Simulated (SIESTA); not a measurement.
ZnS (Wurtzite-6H):

```xyz
12
Lattice="3.8120 0.0000 0.0000 -1.9060 3.3013 0.0000 0.0000 0.0000 18.6900" Properties=species:S:1:pos:R:3 pbc="T T T"
Zn    0.0000    2.2009   15.5749
Zn    1.9060    1.1004    6.2299
Zn    1.9060    1.1004   12.4601
Zn    0.0000    2.2009    3.1151
Zn    0.0000    0.0000    9.3450
Zn    0.0000    0.0000    0.0000
S     0.0000    2.2009   17.9112
S     1.9060    1.1004    8.5662
S     1.9060    1.1004   14.7963
S     0.0000    2.2009    5.4513
S     0.0000    0.0000   11.6812
S     0.0000    0.0000    2.3362
```

Base run:

- Program: SIESTA 5.4.2
- Functional: AM05
- Potentials or basis: PseudoDojo 0.4 standard (PBEsol files)
- Basis: DZP (energy shift 0.002 Ry)
- Grid cutoff: 800 Ry
- Energy shift: 0.002 Ry
- k mesh: 8 × 8 × 2
- Occupations: fermi-dirac, width 0.05 eV
- Spin: no spin polarisation

Its results: band gap on the k mesh 2.76 eV, direct; pressure 0.8 GPa; largest force 0.034 eV/Å.

After a change of settings the same cell gave: band gap on the k mesh 3.00 eV, direct; pressure 6.6 GPa; largest force 0.032 eV/Å. Which change was it?
A. functional from AM05 to PBE; potentials or basis from PseudoDojo 0.4 standard (PBEsol files) to PseudoDojo 0.4 standard (PBE files)
B. functional from AM05 to RPBE; potentials or basis from PseudoDojo 0.4 standard (PBEsol files) to PseudoDojo 0.4 standard (PBE files)
C. functional from AM05 to PBEsol
D. functional from AM05 to LDA; potentials or basis from PseudoDojo 0.4 standard (PBEsol files) to PseudoDojo 0.4 standard (LDA files)

B.

Caveats: semicore shells carry a single zeta, which can move pressures by several GPa and volumes by a few percent; the valence orbitals were made in a potential fitted to the semicore shell under them, which widens gaps by tenths of an eV or more; the potentials were made for another functional, which shifts forces and pressure; the cell's inner coordinates are idealised or old, which leaves forces on the atoms; the basis of atomic orbitals isn't converged, which shifts pressures, moduli and gaps.

Not every run made on this cell is shown here.
